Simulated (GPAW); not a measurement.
## PtSe2 (Sudovikovite) in GPAW: convergence with plane-wave cutoff (eV)

The system is PtSe2 (Sudovikovite).

```
Pt Se
1.0
     3.72400    0.00000    0.00000
    -1.86200    3.22508    0.00000
     0.00000    0.00000    5.06200
Pt Se
1 2
Cartesian
  0.0000 0.0000 0.0000
  1.8620 1.0750 3.7965
  0.0000 2.1501 1.2655
```

- Program: GPAW 26.7.0
- Task: convergence study
- Functional: r2SCAN
- Potentials or basis: GPAW PAW data sets (gpaw-data 1.2.1)
- Cutoff: 200 eV
- Basis: pw
- k mesh: 6 × 6 × 4
- Occupations: fermi-dirac, width 0.05 eV
- Spin: no spin polarisation

These are the settings of the first run; the series varies plane-wave cutoff (eV), with any setting tied to it.

Hardware: 1 thread of AMD EPYC 9R14 (Zen 4), with other jobs on the host.

| plane-wave cutoff (eV) | energy less the tightest run, at zero smearing (meV/atom) | pressure (GPa) | largest force (eV/Å) | SCF cycles | CPU time (s) | peak memory (GiB) |
| --- | --- | --- | --- | --- | --- | --- |
| 200 | 451.17 | 1.60 | 0.304 | 11 | 12 | 0.27 |
| 250 | 279.86 | 0.43 | 0.336 | 11 | 11 | 0.28 |
| 300 | 136.59 | 1.34 | 0.320 | 11 | 15 | 0.28 |
| 350 | 60.25 | 2.86 | 0.352 | 11 | 24 | 0.29 |
| 400 | 23.98 | 3.96 | 0.364 | 11 | 25 | 0.29 |
| 500 | 4.69 | 4.73 | 0.365 | 11 | 25 | 0.31 |
| 600 | 1.68 | 4.85 | 0.364 | 11 | 43 | 0.33 |
| 800 | 0.59 | 4.87 | 0.364 | 11 | 50 | 0.35 |
| 1000 | 0.00 | 4.87 | 0.363 | 11 | 76 | 0.39 |

Against the tightest run, the energy stays within 1 meV/atom from 800 on; the pressure stays within 0.1 GPa from 600 on; the largest force stays within 0.005 eV/Å from 400 on. The tightest run that finished is the yardstick and may itself not be fully converged.

Caveat, for the tightest run too: the PAW data sets were made with another functional, which shifts forces and pressure a little. The run has no spin-orbit coupling, so splittings on Pt are missing.
